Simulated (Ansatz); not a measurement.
**FePt: which magnetic state is lowest?**

Level of theory: Ansatz, DFT PBE, scalar-relativistic, plane waves, PAW.

```yaml
crystal:
  lattice:
    - [1.88293, 1.88293, 3.81393]
    - [1.88293, 3.81393, 1.88293]
    - [3.81393, 1.88293, 1.88293]
  atoms:
    - { symbol: Fe, position: [0.00000, 0.00000, 0.00000] }
    - { symbol: Pt, position: [0.50000, 0.50000, 0.50000] }
```

The plane-wave cutoff is 420 eV and the Γ-centred k-mesh is 18×18×18. The occupation rule is Gaussian smearing, 0.1 eV, the list of starting moments (μB, in atom order) is 3 0 and the check for lower electronic states after the SCF is off.

Each order was relaxed in cell and atoms. A propagation vector, in units of the reciprocal vectors, doubles the cell, which takes an equally dense mesh. Spin–orbit coupling is left out, which for heavy magnetic ions can matter as much as these differences. Site moments are spin moments in atom-centred spheres that scale with the neighbour distance. The states are those that the runs reached from these starts; a lower one can exist.

**Question.** Order the starts by the energy of the state that they reach, lowest first.
A. antiferromagnetic, doubled cell, propagation vector (1/2, 1/2, 1/2)
B. ferromagnetic
C. no spin

**Answer.** B (0.00 meV/atom), A (4.17 meV/atom), C (318 meV/atom).

```
                                                              start ends energy above lowest (meV/atom) site moments (μB) gap on mesh (eV) volume (Å³/atom)
                                                            no spin non-magnetic                             318      none over 0.05             metal             13.19
                                                      ferromagnetic ferromagnetic                            0.00  Fe +2.95, Pt +0.32             metal             14.13
antiferromagnetic, doubled cell, propagation vector (1/2, 1/2, 1/2) antiferromagnetic                            4.17  Fe +2.88, Fe -2.88             metal             14.05
```

Cost: 3 runs of about 6.8 core-minutes in all, on AMD EPYC 7R43 (Zen 3) (shared hosts).